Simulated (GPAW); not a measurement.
Crystal: HfN.

```
CELL_PARAMETERS angstrom
0.00000 2.25600 2.25600
2.25600 0.00000 2.25600
2.25600 2.25600 0.00000
ATOMIC_POSITIONS crystal
Hf 0.00000 0.00000 0.00000
N 0.50000 0.50000 0.50000
```

Program: GPAW 26.7.0. Alike in all runs: task single point; no spin polarisation; cell as given; k mesh 8 × 8 × 8; smearing fermi-dirac 0.05 eV.

**Question.** Order these runs on this cell by their pressure, lowest first.
A. level PBE+U; potentials or basis GPAW PAW data sets (gpaw-data 1.2.1), pw; U Hf d U = 3.5 eV; cutoff (eV) 600
B. level r2SCAN; potentials or basis GPAW PAW data sets (gpaw-data 1.2.1), pw; cutoff (eV) 650
C. level LDA; potentials or basis the program's PAW data sets (release 1.2.1) made for this functional, pw; cutoff (eV) 650
D. level PBE; potentials or basis GPAW PAW data sets (gpaw-data 1.2.1), pw; cutoff (eV) 650

**Answer.** C (-11.9 GPa), B (0.5 GPa), D (3.9 GPa), A (15.2 GPa).

Caveats: the cutoff is short for stress and forces, so pressures can be off by a GPa or more; the PAW data sets were made with another functional, which shifts forces and pressure a little (some runs); U without spin polarisation on a metal has little footing (some runs).
